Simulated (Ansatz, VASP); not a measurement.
# In in VASP and in Ansatz

File INCAR:

```
SYSTEM = In
ALGO = Normal ; EDIFF = 1E-6
EDIFFG = -0.005 ; ENCUT = 600
GGA = PE ; IBRION = 2
ISIF = 3 ; ISMEAR = -1
LASPH = .True. ; LCHARG = .False.
LREAL = .False. ; LWAVE = .False.
NELM = 80 ; NSW = 45
PREC = Accurate ; SIGMA = 0.05
```

Contents of KPOINTS:

```
k-points
0
Gamma
  15 15 15
  0 0 0
```

Contents of POSCAR:

```
In
1.0
   -1.9073171027      1.9073171027      1.9073171027
    1.9073171027     -1.9073171027      1.9073171027
    1.9073171027      1.9073171027     -1.9073171027
In
1
Direct
    0.0000000000      0.0000000000      0.0000000000
```

Input for Ansatz:

```yaml
crystal:
  lattice:
    - [-1.9073171027, 1.9073171027, 1.9073171027]
    - [1.9073171027, -1.9073171027, 1.9073171027]
    - [1.9073171027, 1.9073171027, -1.9073171027]
  atoms:
    - { symbol: In, position: [0.0, 0.0, 0.0] }
kpoints:
  mp_grid: { grid: [15, 15, 15] }
scf:
  occupations: { method: fermi_dirac, width: 0.05 }
hamiltonian:
  xc: pbe
  pseudopotentials: { kind: all_electron, lapw: { basis_error: 0.0005 } }
output:
  forces: true
  stress: true
  eigenvalues: true
  populations: true
relax:
  f_tol: 0.005
  max_steps: 25
  cell: {}
```

Alike in both runs: task relaxation of cell and atoms; functional PBE; k mesh 15 × 15 × 15; occupations fermi-dirac, width 0.05 eV; no spin polarisation.

|  | VASP | Ansatz |
| --- | --- | --- |
| version | VASP 6.6.1 | Ansatz 0.2.0 |
| potentials or method | VASP PAW PBE potentials, release 64 (In_d) | all-electron LAPW, scalar-relativistic |
| plane-wave cutoff (eV) | 600 | see its input |

```csv
,VASP,Ansatz,Ansatz less VASP
relaxed volume (Å³/atom),27.75,27.75,0.000
relaxed cell length with the largest relative difference (Å),3.304,3.304,0.0000
```

Ansatz ran all-electron here, so the differences hold the error of VASP's frozen core and of both bases.

Caveats: the relaxation stopped at its first step, so nothing moved.
